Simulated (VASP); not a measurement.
# Ge (I4_1/amd) in VASP: phonons with r2SCAN

Aim: the phonons of Ge with r2SCAN.

Program: VASP 6.6.1. These are calculated values, not measurements. Logs are shortened: lines on timing, memory, paths and dates and some standing lists are left out, and cuts for length are marked.

## (1) The crystal as given

The structure is tetragonal, space group I4_1/amd (No. 141). Conventional cell: a = 3.947 Å, b = 3.947 Å, c = 5.935 Å, α = 90.00°, β = 90.00°, γ = 90.00°. Ge (site symmetry -4m2) has 4 Ge at 2.47 Å as nearest neighbours.

## (2) Phonons, r2SCAN

Contents of POSCAR:

```
Ge
1.0
    0.0000000000      2.7911564670      2.9676210000
    2.7911564670      0.0000000000      2.9676210000
    2.7911564670      2.7911564670      0.0000000000
Ge
2
Direct
    0.0000000000      0.0000000000      0.0000000000
    0.2500000000      0.2500000000      0.2500000000
```

Contents of INCAR.step1:

```
SYSTEM = Ge
PREC     = Accurate       ! precision mode
ENCUT    = 600            ! plane-wave cutoff, eV
EDIFF    = 1E-8           ! SCF threshold, eV
ISMEAR   = 0              ! smearing method
SIGMA    = 0.01           ! smearing width, eV
LREAL    = .False.        ! projectors in reciprocal space
LASPH    = .True.         ! aspherical terms in the spheres
NELM     = 100            ! most SCF steps
ALGO     = Normal         ! electronic algorithm
ISIF     = 3              ! what is computed and relaxed
LWAVE    = .False.        ! write WAVECAR
LCHARG   = .False.        ! write CHGCAR
METAGGA  = R2SCAN         ! meta-GGA
LMIXTAU  = .True.       
IBRION   = 2              ! ionic algorithm
NSW      = 40             ! ionic steps
EDIFFG   = -0.002         ! ionic threshold
```

Contents of INCAR.step2:

```
SYSTEM = Ge
PREC     = Accurate       ! precision mode
ENCUT    = 600            ! plane-wave cutoff, eV
EDIFF    = 1E-8           ! SCF threshold, eV
ISMEAR   = 0              ! smearing method
SIGMA    = 0.01           ! smearing width, eV
LREAL    = .False.        ! projectors in reciprocal space
LASPH    = .True.         ! aspherical terms in the spheres
NELM     = 100            ! most SCF steps
ALGO     = Normal         ! electronic algorithm
ISIF     = 2              ! what is computed and relaxed
LWAVE    = .False.        ! write WAVECAR
LCHARG   = .False.        ! write CHGCAR
METAGGA  = R2SCAN         ! meta-GGA
LMIXTAU  = .True.       
IBRION   = 6              ! ionic algorithm
NFREE    = 2            
POTIM    = 0.015          ! step
NSW      = 1              ! ionic steps
```

Contents of KPOINTS:

```
regular mesh
0
Gamma
  8 8 8
  0 0 0
```

Potentials or basis: VASP PAW PBE potentials, release 64 (Ge_d).

Command:

```bash
> cat potpaw_PBE.64/Ge_d/POTCAR > POTCAR
> cp INCAR.step1 INCAR
> mpirun -np 1 vasp_std > vasp.out
> cp CONTCAR POSCAR
> cp INCAR.step2 INCAR
> mpirun -np 1 vasp_std > vasp.out
```

OUTCAR:

```text
SYSTEM = Ge
   PREC = Accurate
   ENCUT = 600
   EDIFF = 1E-8
   ISMEAR = 0
   LREAL = .False.
   LASPH = .True.
   NELM = 100
   ISIF = 2
   METAGGA = R2SCAN
   IBRION = 6
   NFREE = 2
   POTIM = 0.015
   NSW = 1

 ion  position               nearest neighbor table
   1  0.000  0.000  0.000-   2 2.46   2 2.46   2 2.46   2 2.46
   2  0.250  0.250  0.250-   1 2.46   1 2.46   1 2.46   1 2.46

  LATTYP: Found a body centered tetragonal cell.
 ALAT       =     4.0136941343
 C/A-ratio  =     1.4139333770

  Lattice vectors:

 A1 = (   0.0000000000,  -2.8381103399,  -2.8375480507)
 A2 = (   0.0000000000,   2.8381103399,  -2.8375480507)
 A3 = (   2.8381103399,   0.0000000000,   2.8375480507)

Analysis of symmetry for initial positions (statically):
=====================================================================
 Subroutine PRICEL returns:
 Original cell was already a primitive cell.

 Routine SETGRP: Setting up the symmetry group for a
 body centered tetragonal supercell.

 Subroutine GETGRP returns: Found 16 space group operations
 (whereof  8 operations were pure point group operations)
 out of a pool of 16 trial point group operations.

The static configuration has the point symmetry D_2d.
 The point group associated with its full space group is D_4h.

Analysis of symmetry for dynamics (positions and initial velocities):
=====================================================================
 Subroutine PRICEL returns:
 Original cell was already a primitive cell.

 Routine SETGRP: Setting up the symmetry group for a
 body centered tetragonal supercell.

 Subroutine GETGRP returns: Found 16 space group operations
 (whereof  8 operations were pure point group operations)
 out of a pool of 16 trial point group operations.

The dynamic configuration has the point symmetry D_2d.
 The point group associated with its full space group is D_4h.

 Subroutine INISYM returns: Found 16 space group operations
[... 153 lines left out ...]
  --------------------------------------------------------------------------------------
  -------------------------------------------------------------------------------------
  Total        0.0031821      0.0031821      0.0079262      0.0000000     -0.0000000      0.0000000
  in kB        0.1115304      0.1115304      0.2778062      0.0000000     -0.0000000      0.0000000
  external PRESSURE =       0.1669557 kB  Pullay stress =       0.0000000 kB
[... 131 lines left out ...]
--------------------------------------- Ionic step        5  -------------------------------------------

 number of electron      28.0000016 magnetization

 Free energy of the ion-electron system (eV)
  ---------------------------------------------------
  ext. energy  EPLUGINS =         0.00000000
  ---------------------------------------------------
  free energy    TOTEN  =       -27.73604852 eV

  energy without entropy =      -27.73604852  energy(sigma->0) =      -27.73604852

 E-fermi :   4.9391     XC(G=0): -10.7686

 val. band max:        4.7822900327   @ k =   0.0000   0.0000   0.0000
 cond. band min:       5.0220100581   @ k =   0.0000   0.0000   0.0000
 fundamental gap:      0.2397200255
 Fermi energy:         4.9390889144

 k-point     1 :       0.0000    0.0000    0.0000
  band No.  band energies     occupation
      1     -20.7757      2.00000
      2     -20.7725      2.00000
      3     -20.7688      2.00000
      4     -20.7337      2.00000
      5     -20.7336      2.00000
      6     -20.5231      2.00000
[... 481 lines left out ...]
      5     -20.6755      2.00000
      6     -20.5840      2.00000
[... 10 lines left out ...]
     17       9.7689      0.00000
     18      10.7340      0.00000

 [... further k-points ...]

------------------------ aborting loop because EDIFF is reached ----------------------------------------

  FORCE on cell =-STRESS in cart. coord.  units (eV):
  Direction    XX          YY          ZZ          XY          YZ          ZX
  --------------------------------------------------------------------------------------
  -------------------------------------------------------------------------------------
  Total        0.0058121      0.0058121      0.0056039     -0.1247080      0.0000000      0.0000000
  in kB        0.2037102      0.2037102      0.1964130     -4.3709224      0.0000000      0.0000000
  external PRESSURE =       0.2012778 kB  Pullay stress =       0.0000000 kB
[... 17 lines left out ...]
  FREE ENERGIE OF THE ION-ELECTRON SYSTEM (eV)
  ---------------------------------------------------
  free  energy   TOTEN  =       -27.7360485234 eV

  energy  without entropy=      -27.7360485234  energy(sigma->0) =      -27.73604852

 INTERNAL STRAIN TENSORS FROM DISPLACED ATOMS
 ============================================

 INTERNAL STRAIN TENSOR FOR ION    1 for displacements in x,y,z  (eV/Angst):
          X           Y           Z          XY          YZ          ZX
  --------------------------------------------------------------------------------
  x     0.00000     0.00000     0.00000     0.00000     8.28930     0.00000
  y     0.00000     0.00000     0.00000     0.00000     0.00000     8.28923
  z     0.00000     0.00000     0.00000     8.29459     0.00000     0.00000

 INTERNAL STRAIN TENSOR FOR ION    2 for displacements in x,y,z  (eV/Angst):
          X           Y           Z          XY          YZ          ZX
  --------------------------------------------------------------------------------
  x     0.00000     0.00000     0.00000     0.00000    -8.28930     0.00000
  y     0.00000     0.00000     0.00000     0.00000     0.00000    -8.28923
  z     0.00000     0.00000     0.00000    -8.29459     0.00000     0.00000

 Eigenvectors and eigenvalues of the dynamical matrix
 ----------------------------------------------------

   1 f  =    8.901485 THz    55.929677 2PiTHz  296.921564 cm-1    36.813565 meV
             X         Y         Z           dx          dy          dz
      0.000000  0.000000  0.000000     0.000000   -0.707107    0.000000
      1.419055  1.419055  1.418774     0.000000    0.707107    0.000000
[... 21 lines left out ...]
   6 f  =    0.000000 THz     0.000000 2PiTHz    0.000000 cm-1     0.000000 meV
             X         Y         Z           dx          dy          dz
      0.000000  0.000000  0.000000     0.000000    0.000000    0.707107
      1.419055  1.419055  1.418774     0.000000    0.000000    0.707107

 ELASTIC MODULI CONTR FROM IONIC RELAXATION (kBar)
 Direction    XX          YY          ZZ          XY          YZ          ZX
 --------------------------------------------------------------------------------
 XX           0.0000      0.0000      0.0000      0.0000      0.0000      0.0000
 YY           0.0000      0.0000      0.0000      0.0000      0.0000      0.0000
 ZZ           0.0000      0.0000      0.0000      0.0000      0.0000      0.0000
 XY           0.0000      0.0000      0.0000   -204.9455     -0.0000      0.0000
 YZ           0.0000      0.0000      0.0000     -0.0000   -204.6092     -0.0000
 ZX           0.0000      0.0000      0.0000      0.0000     -0.0000   -204.6057
 --------------------------------------------------------------------------------
```

Wall time 1.9 h (1 thread of AMD EPYC 7R43 (Zen 3), shared host); peak memory 0.29 GiB.

Results:

```
Relaxed volume                         : 22.86 Å³/atom
Relaxed cell                           : a = 4.013 Å, b = 4.013 Å, c = 4.014 Å, α = 60.00°, β = 60.00°, γ = 60.01°
Space group after relaxing (to 0.05 Å) : Fd-3m (No. 227)
Highest phonon frequency at Γ          : 297 cm⁻¹
```

Step by step:
```
step  energy change (eV)  largest force (eV/Å)  pressure (GPa)  volume (Å³)
   1              0.0000                0.0000           -0.69        46.24
   2             -0.0286                0.0000            0.25        45.55
   3             -0.0316                0.0000            0.69        45.28
   4             -0.0317                0.0000            0.79        45.23
   5             -0.0327                0.0000           -0.38        45.96
   6             -0.0330                0.0000            0.00        45.71
   7             -0.0330                0.0000           -0.02        45.72
   8             -0.0330                0.0000           -0.03        45.73
   9             -0.0330                0.0000            0.02        45.70
  10             -0.0330                0.0000            0.01        45.71
  11             -0.0330                0.0000            0.01        45.71
  12             -0.0330                0.0000            0.00        45.71
```

Final structure:
```
Ge
1.0
     0.00000    2.83811    2.83755
     2.83811    0.00000    2.83755
     2.83811    2.83811    0.00000
Ge
2
Cartesian
  5.6762 2.8381 2.8375
  1.4191 1.4191 1.4188
```

Phonon frequencies in cm⁻¹ (negative: imaginary):
| q point | frequencies |
| --- | --- |
| (0.000, 0.000, 0.000) | 0 0 0 297 297 297 |

Caveat: the PAW data sets were made with another functional, which shifts forces and pressure a little.
